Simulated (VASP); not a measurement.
# Cd2S (P3m1) in VASP: single point with LDA

Aim: the single point of Cd2S with LDA.

All numbers are computed with VASP 6.6.1; they aren't measurements. Logs are shortened: lines on timing, memory, paths and dates and some standing lists are left out, and cuts for length are marked.

## 1. The crystal as given

It takes space group P3m1 (No. 156, trigonal). The conventional cell has a = 3.963 Å, b = 3.963 Å, c = 5.809 Å, α = 90.00°, β = 90.00°, γ = 120.00°. Cd (site symmetry 3m) is surrounded by 3 S at 2.60 Å. Cd (site symmetry 3m) has 1 S at 2.52 Å as nearest neighbours. S (site symmetry 3m) has 4 Cd at 2.52 to 2.60 Å as nearest neighbours.

The cell comes from a database or a generator and needn't be the stable form of this composition.

## 2. Single point, LDA

Input file INCAR:

```
PREC = Accurate ; ENCUT = 520
EDIFF = 1E-7 ; ISMEAR = 0
SIGMA = 0.1 ; LREAL = F
LASPH = T ; NELM = 80
ALGO = Fast ; ISIF = 2
LWAVE = F ; LCHARG = T
LELF = T ; LVHAR = T
NBANDS = 22
```

Input file KPOINTS:

```
regular mesh
0
Gamma
  6 6 4
```

Input file POSCAR:

```
Cd2S
1.0
    3.9626700490      0.0000000000      0.0000000000
   -1.9813350245      3.4317729293      0.0000000000
    0.0000000000      0.0000000000      5.8091920000
Cd S
2 1
Direct
    0.6666666700      0.3333333300      0.5787350000
    0.3333333300      0.6666666700      0.9327170000
    0.3333333300      0.6666666700      0.3657050000
```

Potentials or basis: VASP PAW LDA potentials, release 64 (Cd, S).

Command:

```console
$ cat potpaw_LDA.64/Cd/POTCAR potpaw_LDA.64/S/POTCAR > POTCAR
$ mpirun -np 1 vasp_std > vasp.out
```

OUTCAR:

```text
PREC = Accurate
   ENCUT = 520
   EDIFF = 1E-7
   ISMEAR = 0
   LREAL = F
   LASPH = T
   NELM = 80
   ISIF = 2

 ion  position               nearest neighbor table
   1  0.667  0.333  0.579-   3 2.60   3 2.60   3 2.60   2 3.08   2 3.08   2 3.08
   2  0.333  0.667  0.933-   3 2.52   1 3.08   1 3.08   1 3.08
   3  0.333  0.667  0.366-   2 2.52   1 2.60   1 2.60   1 2.60

  LATTYP: Found a hexagonal cell.
 ALAT       =     3.9626700490
 C/A-ratio  =     1.4659792332

  Lattice vectors:

 A1 = (   3.9626700490,   0.0000000000,   0.0000000000)
 A2 = (  -1.9813350245,   3.4317729293,   0.0000000000)
 A3 = (   0.0000000000,   0.0000000000,   5.8091920000)

Analysis of symmetry for initial positions (statically):
=====================================================================
 Subroutine PRICEL returns:
 Original cell was already a primitive cell.

 Routine SETGRP: Setting up the symmetry group for a
 hexagonal supercell.

 Subroutine GETGRP returns: Found  6 space group operations
 (whereof  6 operations were pure point group operations)
 out of a pool of 24 trial point group operations.

The static configuration has the point symmetry C_3v.

Analysis of symmetry for dynamics (positions and initial velocities):
=====================================================================
 Subroutine PRICEL returns:
 Original cell was already a primitive cell.

 Routine SETGRP: Setting up the symmetry group for a
 hexagonal supercell.

 Subroutine GETGRP returns: Found  6 space group operations
 (whereof  6 operations were pure point group operations)
 out of a pool of 24 trial point group operations.

The dynamic configuration has the point symmetry C_3v.

 Subroutine INISYM returns: Found  6 space group operations
 (whereof  6 operations are pure point group operations),
 and found     1 'primitive' translations

----------------------------------------------------------------------------------------

                                     Primitive cell

  volume of cell :      78.9991

  direct lattice vectors                    reciprocal lattice vectors
     3.962670049  0.000000000  0.000000000     0.252355101  0.145697285  0.000000000
    -1.981335025  3.431772929  0.000000000     0.000000000  0.291394571  0.000000000
     0.000000000  0.000000000  5.809192000     0.000000000  0.000000000  0.172140979

  length of vectors
[... 81 lines left out ...]
   ENCUT  =  520.0 eV  38.22 Ry    6.18 a.u.   7.37  7.37 10.80*2*pi/ulx,y,z
   NELM   =     80;   NELMIN=  2; NELMDL= -5     # of ELM steps
   EDIFF  = 0.1E-06   stopping-criterion for ELM
   LREAL  =      F    real-space projection
   EDIFFG = 0.1E-05   stopping-criterion for IOM
   NSW    =      0    number of steps for IOM
   IBRION =     -1    ionic relax: 0-MD 1-quasi-New 2-CG
   NFREE  =      0    steps in history (QN), initial steepest desc. (CG)
   ISIF   =      2    stress and relaxation
   ISYM   =      2    0-nonsym 1-usesym 2-fastsym
   POTIM  = 0.5000    time-step for ionic-motion
   TEBEG  =    0.0;   TEEND  =   0.0 temperature during run
   PSTRESS=    0.0 pullay stress
   NELECT =      30.0000    total number of electrons
   NUPDOWN=      -1.0000    fix difference up-down
   EMIN   =  10.00;   EMAX   =-10.00  energy-range for DOS
   EFERMI =   0.00;   METHOD = LEGACY
   ISMEAR =     0;   SIGMA  =   0.10  broadening in eV -4-tet -1-fermi 0-gaus
   EFERMI_NEDOS =   21; number of points for ismear=-14 and -15
   IALGO  =     68    algorithm
   IMIX   =      4    mixing-type and parameters
     AMIX     =   0.40;   BMIX     =  1.00
     AMIX_MAG =   1.60;   BMIX_MAG =  1.00
  volume/ion in A,a.u.               =      26.33       177.70
  Fermi-wavevector in a.u.,A,eV,Ry     =   1.185517  2.240303 19.122322  1.405451
  Thomas-Fermi vector in A             =   2.321709
   LORBIT       =      0    0 simple, 1 ext, 2 COOP (PROOUT), +10 PAW based schemes
   GGA     = CA    functional components
   LHFCALC =     F    Hartree Fock is set to
   AEXX    =    0.0000 exact exchange contribution
   IVDW    =     0    specifies the selected vdW correction
   LEPSILON=     F    determine dielectric tensor
   LRPA    =     F    only Hartree local field effects (RPA)
 non-spin polarized calculation
 RMM-DIIS sequential band-by-band and
 Gauss-broadening in eV      SIGMA  =   0.10
  energy-cutoff  :      520.00
  volume of cell :       79.00
 maximum number of plane-waves:      2158
 NGX is ok and might be reduce to    30
   NGX = 15   NGY = 15   NGZ = 21

 number of electron      29.9999999 magnetization

 Free energy of the ion-electron system (eV)
  ---------------------------------------------------
  ext. energy  EPLUGINS =         0.00000000
  ---------------------------------------------------
  free energy    TOTEN  =        -8.05777571 eV

  energy without entropy =       -8.05458034  energy(sigma->0) =       -8.05617802

 E-fermi :   1.3138     XC(G=0):  -9.6727

 val. band max:        1.2837514357   @ k =   0.3333   0.3333   0.2500
 cond. band min:       1.3675091005   @ k =   0.5000   0.0000   0.2500
 fundamental gap:      0.0837576648
 Fermi energy:         1.3137923027

 k-point     1 :       0.0000    0.0000    0.0000
  band No.  band energies     occupation
      1     -11.4507      2.00000
      2      -7.2230      2.00000
      3      -7.2230      2.00000
      4      -7.1334      2.00000
      5      -7.1334      2.00000
      6      -7.0512      2.00000
[... 589 lines left out ...]
     21       9.9798      0.00000
     22      10.4024      0.00000

------------------------ aborting loop because EDIFF is reached ----------------------------------------

  FORCE on cell =-STRESS in cart. coord.  units (eV):
  Direction    XX          YY          ZZ          XY          YZ          ZX
  --------------------------------------------------------------------------------------
  -------------------------------------------------------------------------------------
  Total       -2.0642281     -2.0642281     -2.7664873      0.0000000     -0.0000000      0.0000000
  in kB      -41.8645166    -41.8645166    -56.1070033      0.0000000     -0.0000000      0.0000000
  external PRESSURE =     -46.6120121 kB  Pullay stress =       0.0000000 kB

 VOLUME and BASIS-vectors are now :
 -----------------------------------------------------------------------------
  energy-cutoff  :      520.00
  volume of cell :       79.00
      direct lattice vectors                 reciprocal lattice vectors
     3.962670049  0.000000000  0.000000000     0.252355101  0.145697285  0.000000000
    -1.981335025  3.431772929  0.000000000     0.000000000  0.291394571  0.000000000
     0.000000000  0.000000000  5.809192000     0.000000000  0.000000000  0.172140979

 POSITION                                       TOTAL-FORCE (eV/Angst)
 -----------------------------------------------------------------------------------
      1.98134      1.14392      3.36198        -0.000000      0.000000     -0.130712
     -0.00000      2.28785      5.41833         0.000000      0.000000     -0.005872
     -0.00000      2.28785      2.12445         0.000000      0.000000      0.136583
 -----------------------------------------------------------------------------------
    total drift:                                0.000012     -0.000007     -0.000333

  FREE ENERGIE OF THE ION-ELECTRON SYSTEM (eV)
  ---------------------------------------------------
  free  energy   TOTEN  =        -8.0577757110 eV

  energy  without entropy=       -8.0545803386  energy(sigma->0) =       -8.05617802
```

OSZICAR:

```text
N       E                     dE             d eps       ncg     rms          rms(c)
DAV:   1     0.207338090769E+03    0.20734E+03   -0.14850E+04  1056   0.127E+03
DAV:   2     0.793224790767E+00   -0.20654E+03   -0.19688E+03  1164   0.327E+02
DAV:   3    -0.875298179217E+01   -0.95462E+01   -0.94806E+01  1256   0.715E+01
DAV:   4    -0.883389361827E+01   -0.80912E-01   -0.80895E-01  1146   0.608E+00
DAV:   5    -0.883488386274E+01   -0.99024E-03   -0.99023E-03  1280   0.655E-01    0.806E+00
RMM:   6    -0.810411979116E+01    0.73076E+00   -0.11159E+00  1080   0.620E+00    0.610E+00
RMM:   7    -0.806920236783E+01    0.34917E-01   -0.14263E-01  1137   0.192E+00    0.269E+00
RMM:   8    -0.805826633327E+01    0.10936E-01   -0.22506E-02  1193   0.923E-01    0.559E-01
RMM:   9    -0.805777990391E+01    0.48643E-03   -0.33472E-03  1220   0.369E-01    0.186E-01
RMM:  10    -0.805776767359E+01    0.12230E-04   -0.58626E-04  1222   0.152E-01    0.139E-01
RMM:  11    -0.805778695834E+01   -0.19285E-04   -0.22970E-04  1215   0.105E-01    0.694E-02
RMM:  12    -0.805777401866E+01    0.12940E-04   -0.69302E-05  1200   0.503E-02    0.174E-02
RMM:  13    -0.805777551902E+01   -0.15004E-05   -0.13425E-05  1261   0.235E-02    0.159E-02
RMM:  14    -0.805777564208E+01   -0.12306E-06   -0.27755E-06  1221   0.116E-02    0.353E-03
RMM:  15    -0.805777571099E+01   -0.68906E-07   -0.98836E-07  1076   0.602E-03
   1 F= -.80577757E+01 E0= -.80561780E+01  d E =-.319537E-02
```

Run time: 35 s. Hardware: 1 thread of Intel Xeon Platinum 8488C (Sapphire Rapids), shared host; peak memory 0.18 GiB.

Results:

```yaml
Free_energy: -8.0578 eV
Pressure: -4.7 GPa
Largest_force: 0.137 eV/Å
Band_gap_on_the_k_mesh: 0.08 eV, indirect (least direct gap 0.44 eV)
```

Forces in eV/Å, atoms in the order of the input:
```
Cd   0.000  0.000 -0.131
Cd   0.000  0.000 -0.006
S    0.000  0.000  0.137
```
